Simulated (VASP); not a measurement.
# KTaO3 (Pm-3m) in VASP: notebook

The runs below take KTaO3 through single point, with BLYP, revPBE, LDA.

Program: VASP 6.6.1. These are calculated values, not measurements. Logs are shortened: lines on timing, memory, paths and dates and some standing lists are left out, and cuts for length are marked.

## 1. The crystal as given

It takes space group Pm-3m (No. 221, cubic). Conventional cell: a = 3.988 Å, b = 3.988 Å, c = 3.988 Å, α = 90.00°, β = 90.00°, γ = 90.00°. K (site symmetry m-3m) is surrounded by 12 O at 2.82 Å. Ta (site symmetry m-3m) has 6 O at 1.99 Å as nearest neighbours. O (site symmetry 4/mmm) is surrounded by 2 Ta at 1.99 Å.

## 2. Single point, BLYP

INCAR reads:

```
PREC = Accurate ; ENCUT = 520
EDIFF = 1E-7 ; ISMEAR = 0
SIGMA = 0.01 ; LREAL = F
LASPH = T ; NELM = 80
ALGO = Normal ; ISIF = 2
LWAVE = F ; LCHARG = T
GGA = B5 ; ALDAX = 1.0
AGGAX = 1.0 ; AGGAC = 1.0
ALDAC = 0.0 ; LELF = T
LVHAR = T ; NBANDS = 27
```

KPOINTS reads:

```
Automatic mesh
0
Gamma
  4 4 4
```

POSCAR reads:

```
KTaO3
1.0
    3.9883000000      0.0000000000      0.0000000000
    0.0000000000      3.9883000000      0.0000000000
    0.0000000000      0.0000000000      3.9883000000
K Ta O
1 1 3
Direct
    0.5000000000      0.5000000000      0.5000000000
    0.0000000000      0.0000000000      0.0000000000
    0.5000000000      0.0000000000      0.0000000000
    0.0000000000      0.5000000000      0.0000000000
    0.0000000000      0.0000000000      0.5000000000
```

Potentials or basis: VASP PAW PBE potentials, release 64 (K_sv, Ta_pv, O).

The run is started by

```sh
> cat potpaw_PBE.64/K_sv/POTCAR potpaw_PBE.64/Ta_pv/POTCAR potpaw_PBE.64/O/POTCAR > POTCAR
> mpirun -np 1 vasp_std > vasp.out
```

OUTCAR:

```text
PREC = Accurate
   ENCUT = 520
   EDIFF = 1E-7
   ISMEAR = 0
   LREAL = F
   LASPH = T
   NELM = 80
   ISIF = 2
   GGA = B5

 ion  position               nearest neighbor table
   1  0.500  0.500  0.500-   3 2.82   4 2.82   5 2.82   3 2.82   4 2.82   3 2.82   5 2.82   3 2.82
                             4 2.82   5 2.82   4 2.82   5 2.82   2 3.45   2 3.45   2 3.45   2 3.45
   2  0.000  0.000  0.000-   3 1.99   4 1.99   5 1.99   5 1.99   4 1.99   3 1.99   1 3.45   1 3.45
                             1 3.45   1 3.45   1 3.45   1 3.45   1 3.45   1 3.45
   3  0.500  0.000  0.000-   2 1.99   2 1.99   1 2.82   1 2.82   1 2.82   1 2.82
   4  0.000  0.500  0.000-   2 1.99   2 1.99   1 2.82   1 2.82   1 2.82   1 2.82
   5  0.000  0.000  0.500-   2 1.99   2 1.99   1 2.82   1 2.82   1 2.82   1 2.82

  LATTYP: Found a simple cubic cell.
 ALAT       =     3.9883000000

  Lattice vectors:

 A1 = (   3.9883000000,   0.0000000000,   0.0000000000)
 A2 = (   0.0000000000,   3.9883000000,   0.0000000000)
 A3 = (   0.0000000000,   0.0000000000,   3.9883000000)

Analysis of symmetry for initial positions (statically):
=====================================================================
 Subroutine PRICEL returns:
 Original cell was already a primitive cell.

 Routine SETGRP: Setting up the symmetry group for a
 simple cubic supercell.

 Subroutine GETGRP returns: Found 48 space group operations
 (whereof 48 operations were pure point group operations)
 out of a pool of 48 trial point group operations.

The static configuration has the point symmetry O_h .

Analysis of symmetry for dynamics (positions and initial velocities):
=====================================================================
 Subroutine PRICEL returns:
 Original cell was already a primitive cell.

 Routine SETGRP: Setting up the symmetry group for a
 simple cubic supercell.

 Subroutine GETGRP returns: Found 48 space group operations
 (whereof 48 operations were pure point group operations)
 out of a pool of 48 trial point group operations.

The dynamic configuration has the point symmetry O_h .

 Subroutine INISYM returns: Found 48 space group operations
 (whereof 48 operations are pure point group operations),
 and found     1 'primitive' translations

----------------------------------------------------------------------------------------

                                     Primitive cell

  volume of cell :      63.4400

  direct lattice vectors                    reciprocal lattice vectors
     3.988300000  0.000000000  0.000000000     0.250733395  0.000000000  0.000000000
     0.000000000  3.988300000  0.000000000     0.000000000  0.250733395  0.000000000
     0.000000000  0.000000000  3.988300000     0.000000000  0.000000000  0.250733395

  length of vectors
     3.988300000  3.988300000  3.988300000     0.250733395  0.250733395  0.250733395

  position of ions in fractional coordinates (direct lattice)
     0.500000000  0.500000000  0.500000000
     0.000000000  0.000000000  0.000000000
     0.500000000  0.000000000  0.000000000
     0.000000000  0.500000000  0.000000000
     0.000000000  0.000000000  0.500000000

  ion indices of the primitive-cell ions
   primitive index   ion index
                 1           1
                 2           2
                 3           3
                 4           4
                 5           5

----------------------------------------------------------------------------------------

 KPOINTS: Automatic mesh

Automatic generation of k-mesh.
 Grid dimensions read from file:
 generate k-points for:    4    4    4

 Generating k-lattice:

  Cartesian coordinates                     Fractional coordinates (reciprocal lattice)
     0.062683349  0.000000000  0.000000000     0.250000000  0.000000000  0.000000000
     0.000000000  0.062683349  0.000000000     0.000000000  0.250000000  0.000000000
     0.000000000  0.000000000  0.062683349     0.000000000  0.000000000  0.250000000

  Length of vectors
     0.062683349  0.062683349  0.062683349

  Shift w.r.t. Gamma in fractional coordinates (k-lattice)
     0.000000000  0.000000000  0.000000000

 Subroutine IBZKPT returns following result:
 ===========================================

 Found     10 irreducible k-points:

 Following reciprocal coordinates:
            Coordinates               Weight
  0.000000  0.000000  0.000000      1.000000
  0.250000  0.000000  0.000000      6.000000
  0.500000  0.000000  0.000000      3.000000
  0.250000  0.250000  0.000000     12.000000
  0.500000  0.250000  0.000000     12.000000
  0.500000  0.500000  0.000000      3.000000
  0.250000  0.250000  0.250000      8.000000
  0.500000  0.250000  0.250000     12.000000
  0.500000  0.500000  0.250000      6.000000
  0.500000  0.500000  0.500000      1.000000
   k-points           NKPTS =     10   k-points in BZ     NKDIM =     10   number of bands    NBANDS=     27
   number of dos      NEDOS =    301   number of ions     NIONS =      5
   total plane-waves  NPLWV =  27000
   dimension x,y,z NGX =    30 NGY =   30 NGZ =   30
   dimension x,y,z NGXF=    60 NGYF=   60 NGZF=   60
   ions per type =               1   1   3
   NGX,Y,Z   is equivalent  to a cutoff of  12.51, 12.51, 12.51 a.u.
   NGXF,Y,Z  is equivalent  to a cutoff of  25.01, 25.01, 25.01 a.u.
 SYSTEM =  unknown system
   PREC   = accura    normal or accurate (medium, high low for compatibility)
   ISTART =      0    job   : 0-new  1-cont  2-samecut
   ICHARG =      2    charge: 1-file 2-atom 10-const
   ISPIN  =      1    spin polarized calculation?
   LNONCOLLINEAR =      F non collinear calculations
   LSORBIT =      F    spin-orbit coupling
   LASPH  =      T    aspherical Exc in radial PAW
   ENCUT  =  520.0 eV  38.22 Ry    6.18 a.u.   7.42  7.42  7.42*2*pi/ulx,y,z
   NELM   =     80;   NELMIN=  2; NELMDL= -5     # of ELM steps
   EDIFF  = 0.1E-06   stopping-criterion for ELM
   LREAL  =      F    real-space projection
   EDIFFG = 0.1E-05   stopping-criterion for IOM
   NSW    =      0    number of steps for IOM
   IBRION =     -1    ionic relax: 0-MD 1-quasi-New 2-CG
   NFREE  =      0    steps in history (QN), initial steepest desc. (CG)
   ISIF   =      2    stress and relaxation
   ISYM   =      2    0-nonsym 1-usesym 2-fastsym
   POTIM  = 0.5000    time-step for ionic-motion
   TEBEG  =    0.0;   TEEND  =   0.0 temperature during run
   PSTRESS=    0.0 pullay stress
   NELECT =      38.0000    total number of electrons
   NUPDOWN=      -1.0000    fix difference up-down
   EMIN   =  10.00;   EMAX   =-10.00  energy-range for DOS
   EFERMI =   0.00;   METHOD = LEGACY
   ISMEAR =     0;   SIGMA  =   0.01  broadening in eV -4-tet -1-fermi 0-gaus
   EFERMI_NEDOS =   21; number of points for ismear=-14 and -15
   IALGO  =     38    algorithm
   IMIX   =      4    mixing-type and parameters
     AMIX     =   0.40;   BMIX     =  1.00
     AMIX_MAG =   1.60;   BMIX_MAG =  1.00
  volume/ion in A,a.u.               =      12.69        85.62
  Fermi-wavevector in a.u.,A,eV,Ry     =   1.380008  2.607837 25.911228  1.904422
  Thomas-Fermi vector in A             =   2.504925
   LORBIT       =      0    0 simple, 1 ext, 2 COOP (PROOUT), +10 PAW based schemes
   GGA     = B5    functional components
   LHFCALC =     F    Hartree Fock is set to
   AEXX    =    0.0000 exact exchange contribution
   IVDW    =     0    specifies the selected vdW correction
   LEPSILON=     F    determine dielectric tensor
   LRPA    =     F    only Hartree local field effects (RPA)
 non-spin polarized calculation
 Gauss-broadening in eV      SIGMA  =   0.01
  energy-cutoff  :      520.00
  volume of cell :       63.44
 maximum number of plane-waves:      1743
 NGX is ok and might be reduce to    30
   NGX = 15   NGY = 15   NGZ = 15

 number of electron      37.9999976 magnetization

 Free energy of the ion-electron system (eV)
  ---------------------------------------------------
  ext. energy  EPLUGINS =         0.00000000
  ---------------------------------------------------
  free energy    TOTEN  =       -39.13823938 eV

  energy without entropy =      -39.13823938  energy(sigma->0) =      -39.13823938

 E-fermi :   2.2088     XC(G=0): -10.4347

 val. band max:        2.1312156351   @ k =   0.5000   0.5000   0.5000
 cond. band min:       4.3381778403   @ k =   0.0000   0.0000   0.0000
 fundamental gap:      2.2069622052
 Fermi energy:         2.2088110919

 k-point     1 :       0.0000    0.0000    0.0000
  band No.  band energies     occupation
      1     -31.8753      2.00000
      2     -31.8753      2.00000
      3     -31.8753      2.00000
      4     -25.2039      2.00000
      5     -15.3011      2.00000
      6     -14.6124      2.00000
[... 19 lines left out ...]
     26      10.2465      0.00000
     27      10.2465      0.00000

 k-point     2 :       0.2500    0.0000    0.0000
  band No.  band energies     occupation
      1     -31.9212      2.00000
      2     -31.8735      2.00000
      3     -31.8735      2.00000
      4     -25.1901      2.00000
      5     -15.2045      2.00000
      6     -14.6006      2.00000
[... 19 lines left out ...]
     26      10.9276      0.00000
     27      11.3150      0.00000

 k-point     3 :       0.5000    0.0000    0.0000
  band No.  band energies     occupation
      1     -31.9664      2.00000
      2     -31.8717      2.00000
      3     -31.8717      2.00000
      4     -25.1764      2.00000
      5     -15.2054      2.00000
      6     -14.5887      2.00000
[... 19 lines left out ...]
     26      11.6690      0.00000
     27      12.5868      0.00000

 k-point     4 :       0.2500    0.2500    0.0000
  band No.  band energies     occupation
      1     -31.9196      2.00000
      2     -31.9188      2.00000
      3     -31.8718      2.00000
      4     -25.1798      2.00000
      5     -15.0162      2.00000
      6     -14.3216      2.00000
[... 19 lines left out ...]
     26      11.5680      0.00000
     27      12.0716      0.00000

 k-point     5 :       0.5000    0.2500    0.0000
  band No.  band energies     occupation
      1     -31.9641      2.00000
      2     -31.9171      2.00000
      3     -31.8700      2.00000
      4     -25.1695      2.00000
      5     -14.9586      2.00000
      6     -14.2797      2.00000
[... 19 lines left out ...]
     26      12.3105      0.00000
     27      13.1109      0.00000

 k-point     6 :       0.5000    0.5000    0.0000
  band No.  band energies     occupation
      1     -31.9618      2.00000
      2     -31.9618      2.00000
      3     -31.8683      2.00000
      4     -25.1625      2.00000
      5     -14.8395      2.00000
      6     -13.7583      2.00000
[... 19 lines left out ...]
     26      14.0630      0.00000
     27      14.1608      0.00000

 k-point     7 :       0.2500    0.2500    0.2500
  band No.  band energies     occupation
      1     -31.9178      2.00000
      2     -31.9169      2.00000
      3     -31.9169      2.00000
      4     -25.1710      2.00000
      5     -14.6391      2.00000
      6     -14.1871      2.00000
[... 19 lines left out ...]
     26      12.1955      0.00000
     27      12.1955      0.00000

 k-point     8 :       0.5000    0.2500    0.2500
  band No.  band energies     occupation
      1     -31.9620      2.00000
      2     -31.9155      2.00000
      3     -31.9150      2.00000
      4     -25.1622      2.00000
      5     -14.5092      2.00000
      6     -14.1619      2.00000
[... 19 lines left out ...]
     26      12.4993      0.00000
     27      12.7203      0.00000

 k-point     9 :       0.5000    0.5000    0.2500
  band No.  band energies     occupation
      1     -31.9598      2.00000
      2     -31.9598      2.00000
      3     -31.9134      2.00000
      4     -25.1548      2.00000
      5     -14.3006      2.00000
      6     -13.7148      2.00000
[... 19 lines left out ...]
     26      12.8370      0.00000
     27      13.1451      0.00000

 k-point    10 :       0.5000    0.5000    0.5000
  band No.  band energies     occupation
      1     -31.9578      2.00000
      2     -31.9578      2.00000
      3     -31.9578      2.00000
      4     -25.1471      2.00000
      5     -13.6698      2.00000
      6     -13.6698      2.00000
[... 19 lines left out ...]
     26      13.0910      0.00000
     27      14.2059      0.00000

------------------------ aborting loop because EDIFF is reached ----------------------------------------

  FORCE on cell =-STRESS in cart. coord.  units (eV):
  Direction    XX          YY          ZZ          XY          YZ          ZX
  --------------------------------------------------------------------------------------
  -------------------------------------------------------------------------------------
  Total        4.5936909      4.5936909      4.5936909     -0.0000000     -0.0000000      0.0000000
  in kB      116.0135984    116.0135984    116.0135984     -0.0000000     -0.0000000      0.0000000
  external PRESSURE =     116.0135984 kB  Pullay stress =       0.0000000 kB

 VOLUME and BASIS-vectors are now :
 -----------------------------------------------------------------------------
  energy-cutoff  :      520.00
  volume of cell :       63.44
      direct lattice vectors                 reciprocal lattice vectors
     3.988300000  0.000000000  0.000000000     0.250733395  0.000000000  0.000000000
     0.000000000  3.988300000  0.000000000     0.000000000  0.250733395  0.000000000
     0.000000000  0.000000000  3.988300000     0.000000000  0.000000000  0.250733395

 POSITION                                       TOTAL-FORCE (eV/Angst)
 -----------------------------------------------------------------------------------
      1.99415      1.99415      1.99415         0.000000      0.000000      0.000000
      0.00000      0.00000      0.00000         0.000000      0.000000      0.000000
      1.99415      0.00000      0.00000         0.000000      0.000000      0.000000
      0.00000      1.99415      0.00000         0.000000      0.000000      0.000000
      0.00000      0.00000      1.99415         0.000000      0.000000      0.000000
 -----------------------------------------------------------------------------------
    total drift:                                0.000000     -0.000000      0.000000

  FREE ENERGIE OF THE ION-ELECTRON SYSTEM (eV)
  ---------------------------------------------------
  free  energy   TOTEN  =       -39.1382393793 eV

  energy  without entropy=      -39.1382393793  energy(sigma->0) =      -39.13823938
```

Wall time 47 s (1 thread of Intel Xeon Platinum 8488C (Sapphire Rapids), shared host); peak memory 0.17 GiB.

What came out:

```
Free energy            : -39.1382 eV
Pressure               : 11.6 GPa
Band gap on the k mesh : 2.21 eV, indirect (least direct gap 2.82 eV)
```

Levels at points of the mesh, in eV from the valence-band top:
```csv
k point,band 15,band 16,band 17,band 18,band 19,band 20,band 21,band 22,band 23,band 24
"(0.00, 0.00, 0.00)",-1.05,-1.05,-0.61,-0.61,-0.61,2.21,2.21,2.21,6.78,6.78
"(0.50, 0.00, 0.00)",-2.26,-2.09,-1.49,-0.84,-0.84,2.36,5.00,5.00,6.81,8.61
"(0.50, 0.50, 0.00)",-2.79,-1.61,-1.40,-1.40,-0.04,5.04,5.04,6.31,7.72,10.07
"(0.50, 0.50, 0.50)",-3.87,-3.87,0.00,0.00,0.00,6.44,6.44,6.44,8.99,8.99
```

Caveat: the PAW data sets were made with another functional, which shifts forces and pressure a little; spin-orbit coupling is left out, which moves the levels of the heavy elements. A k mesh can miss the band edges.

## 3. Single point, revPBE

INCAR reads:

```
ALGO     = Normal         # electronic algorithm
EDIFF    = 1E-6           # SCF threshold, eV
ENCUT    = 520            # plane-wave cutoff, eV
GGA      = RE             # functional
ISIF     = 2              # what is computed and relaxed
ISMEAR   = 0              # smearing method
LASPH    = True           # aspherical terms in the spheres
LCHARG   = False          # write CHGCAR
LREAL    = False          # projectors in reciprocal space
LWAVE    = False          # write WAVECAR
NBANDS   = 27             # bands
NELM     = 80             # most SCF steps
PREC     = Accurate       # precision mode
SIGMA    = 0.01           # smearing width, eV
```

KPOINTS reads:

```
k-points
0
Gamma
  4 4 4
```

POSCAR is that of step 2.

Potentials or basis: VASP PAW PBE potentials, release 64 (K_sv, Ta_pv, O).

The run is started by

```sh
> cat potpaw_PBE.64/K_sv/POTCAR potpaw_PBE.64/Ta_pv/POTCAR potpaw_PBE.64/O/POTCAR > POTCAR
> mpirun -np 1 vasp_std > vasp.out
```

Run time: 22 s. Hardware: 1 thread of Intel Xeon Platinum 8488C (Sapphire Rapids), shared host; peak memory 0.17 GiB.

The run converged. Its results:

* Free energy: -39.2418 eV
* Pressure: 9.3 GPa
* Band gap on the k mesh: 2.20 eV, indirect (least direct gap 2.81 eV)

Levels at points of the mesh, in eV from the valence-band top:
```tsv
k point	band 15	band 16	band 17	band 18	band 19	band 20	band 21	band 22	band 23	band 24
(0.00, 0.00, 0.00)	-1.05	-1.05	-0.62	-0.62	-0.62	2.20	2.20	2.20	6.74	6.74
(0.50, 0.00, 0.00)	-2.31	-2.11	-1.49	-0.84	-0.84	2.35	5.02	5.02	6.77	8.52
(0.50, 0.50, 0.00)	-2.81	-1.65	-1.42	-1.42	-0.04	5.06	5.06	6.35	7.66	10.16
(0.50, 0.50, 0.50)	-3.90	-3.90	0.00	0.00	0.00	6.48	6.48	6.48	9.00	9.00
```

Caveat: the PAW data sets were made with another functional, which shifts forces and pressure a little; spin-orbit coupling is left out, which moves the levels of the heavy elements.

## 4. Single point, LDA

INCAR reads:

```
SYSTEM = KTaO3
PREC = Accurate ; ENCUT = 520
EDIFF = 1E-6 ; ISMEAR = 0
SIGMA = 0.01 ; LREAL = .False.
LASPH = .True. ; NELM = 80
ALGO = Normal ; ISIF = 2
LWAVE = .False. ; LCHARG = .True.
GGA = CA ; LELF = .True.
LVHAR = .True. ; NBANDS = 27
```

KPOINTS reads:

```
regular mesh
0
Gamma
  4 4 4
  0 0 0
```

POSCAR is that of step 3.

Potentials or basis: VASP PAW LDA potentials, release 64 (K_sv, Ta_pv, O).

The run is started by

```sh
> cat potpaw_LDA.64/K_sv/POTCAR potpaw_LDA.64/Ta_pv/POTCAR potpaw_LDA.64/O/POTCAR > POTCAR
> mpirun -np 1 vasp_std > vasp.out
```

It took 18 s on 1 thread of Intel Xeon Platinum 8488C (Sapphire Rapids), shared host; peak memory 0.15 GiB.

The run converged. Its results:

```
Free energy            : -45.0150 eV
Pressure               : -4.4 GPa
Band gap on the k mesh : 2.00 eV, indirect (least direct gap 2.63 eV)
```

Levels at points of the mesh, in eV from the valence-band top:
| k point | band 16 | band 17 | band 18 | band 19 | band 20 | band 21 | band 22 | band 23 |
| --- | --- | --- | --- | --- | --- | --- | --- | --- |
| (0.00, 0.00, 0.00) | -1.08 | -0.63 | -0.63 | -0.63 | 2.00 | 2.00 | 2.00 | 6.37 |
| (0.50, 0.00, 0.00) | -2.19 | -1.57 | -0.86 | -0.86 | 2.17 | 4.92 | 4.92 | 6.78 |
| (0.50, 0.50, 0.00) | -1.65 | -1.45 | -1.45 | -0.04 | 4.96 | 4.96 | 6.23 | 7.64 |
| (0.50, 0.50, 0.50) | -3.96 | 0.00 | 0.00 | 0.00 | 6.38 | 6.38 | 6.38 | 8.72 |

Caveat: spin-orbit coupling is left out, which moves the levels of the heavy elements.

## 5. Summary

| level | potentials or basis | gap on the mesh (eV) | pressure (GPa) |
| --- | --- | --- | --- |
| BLYP | VASP PAW PBE potentials, release 64 (K_sv, Ta_pv, O) | 2.21 | 11.6 |
| revPBE | VASP PAW PBE potentials, release 64 (K_sv, Ta_pv, O) | 2.20 | 9.3 |
| LDA | VASP PAW LDA potentials, release 64 (K_sv, Ta_pv, O) | 2.00 | -4.4 |

Alike in all rows: task single point; no spin polarisation; cell as given; k mesh 4 × 4 × 4; cutoff (eV) 520; smearing gaussian 0.01 eV.

Caveats: spin-orbit coupling is left out, which moves the levels of the heavy elements; the PAW data sets were made with another functional, which shifts forces and pressure a little (some runs).

Total energies depend on the potentials used, so only differences within one code and one set of settings carry meaning.
